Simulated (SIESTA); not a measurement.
**CuO (Tenorite): band structure with PBEsol**

The system is CuO (Tenorite).

```
Cu O
1.0
     2.34185   -1.71130    0.00000
     2.34185    1.71130    0.00000
    -0.85003    0.00000    5.05787
Cu O
2 2
Direct
  0.50000 0.00000 0.50000
  0.00000 0.50000 0.00000
  0.41840 0.58160 0.75000
  0.58160 0.41840 0.25000
```

| Item | Value |
| --- | --- |
| Program | SIESTA 5.4.2 |
| Task | band structure |
| Functional | PBEsol |
| Potentials or basis | PseudoDojo 0.4 standard (PBEsol files) |
| Basis | DZP (energy shift 0.003 Ry; two zetas on semicore shells) |
| Grid cutoff | 800 Ry |
| Energy shift | 0.003 Ry |
| k mesh | 10 × 10 × 5 |
| Occupations | fermi-dirac, width 0.05 eV |
| Spin | no spin polarisation |

* Pressure: -1.5 GPa
* Largest force: 0.206 eV/Å
* Band gap on the k mesh: none (metal or under the smearing width)

Forces in eV/Å, atoms in the order of the input:
```
Cu   0.000  0.000  0.000
Cu   0.000  0.000  0.000
O    0.000 -0.206  0.000
O    0.000  0.206  0.000
```

Stress tensor (GPa, compression positive):
```
-1.15  0.00 -1.43
 0.00 -0.93  0.00
-1.43  0.00 -2.45
```

Levels at the corners of the path, in eV from the Fermi level:
```csv
point,band 23,band 24,band 25,band 26,band 27,band 28
Γ,-2.12,-1.62,0.25,0.96,1.79,6.05
Y,-1.75,-1.13,-0.55,1.09,3.35,8.45
F,-1.33,-1.24,-0.63,0.17,4.30,6.44
L,-1.20,-1.20,-0.46,-0.46,5.33,5.33
I,-1.40,-1.40,-0.31,-0.31,5.98,5.98
I1,-1.40,-1.40,-0.31,-0.31,5.98,5.98
Z,-1.45,-1.45,0.24,0.24,4.00,4.00
F1,-1.33,-1.24,-0.63,0.17,4.30,6.44
Y,-1.75,-1.13,-0.55,1.09,3.35,8.45
X1,-1.43,-1.26,-1.22,0.90,4.91,7.47
X,-1.43,-1.26,-1.22,0.90,4.91,7.47
Γ,-2.12,-1.62,0.25,0.96,1.79,6.05
N,-1.45,-1.34,-0.01,0.26,5.00,6.54
M,-1.70,-1.53,-0.05,0.77,5.17,6.98
Γ,-2.12,-1.62,0.25,0.96,1.79,6.05
```

It took 60 s on 1 thread of Arm Neoverse V1 (shared host), peak memory 0.29 GiB.

Caveat: short orbitals over semicore shells can move pressures by several GPa; the basis of atomic orbitals isn't converged, which shifts pressures, moduli and gaps; the run has no spin polarisation, though such a crystal can be magnetic; semilocal functionals often make such compounds metallic where correlation or magnetic order opens a gap, which also shifts bond lengths. With open d or f shells a metallic result of PBEsol can be an artefact of self-interaction; +U or a hybrid may open a gap.
